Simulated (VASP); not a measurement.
CdO (Monteponite), 2 atoms in the cell. It takes space group Fm-3m (No. 225, cubic). The conventional cell has a = 4.699 Å, b = 4.699 Å, c = 4.699 Å, α = 90.00°, β = 90.00°, γ = 90.00°. Around Cd (site symmetry m-3m) lie 6 O at 2.35 Å. Around O (site symmetry m-3m) lie 6 Cd at 2.35 Å. 

* Program: VASP 6.6.1
* Task: single point
* Functional: PBEsol
* Potentials or basis: VASP PAW PBE potentials, release 64 (Cd, O)
* Cutoff: 520 eV
* k mesh: 11 × 11 × 11
* Occupations: fermi-dirac, width 0.05 eV
* Spin: spin-orbit coupling, no magnetisation
* Further INCAR settings: ALGO = Normal; EDIFF = 1e-06; NBANDS = 30

Potentials or basis: VASP PAW PBE potentials, release 64 (Cd, O).

Launch:

```sh
$ cat potpaw_PBE.64/Cd/POTCAR potpaw_PBE.64/O/POTCAR > POTCAR
$ mpirun -np 4 vasp_ncl > vasp.out
```

Hardware: 4 MPI ranks on Intel(R) Xeon(R) Platinum 8488C (Sapphire Rapids) (shared host).

Problem. Estimate the wall time of this run.

Solution. It took 39 s on 4 MPI ranks on Intel(R) Xeon(R) Platinum 8488C (Sapphire Rapids) (shared host), peak memory 0.28 GiB a rank. Counts: scf iterations 13, k points 56.
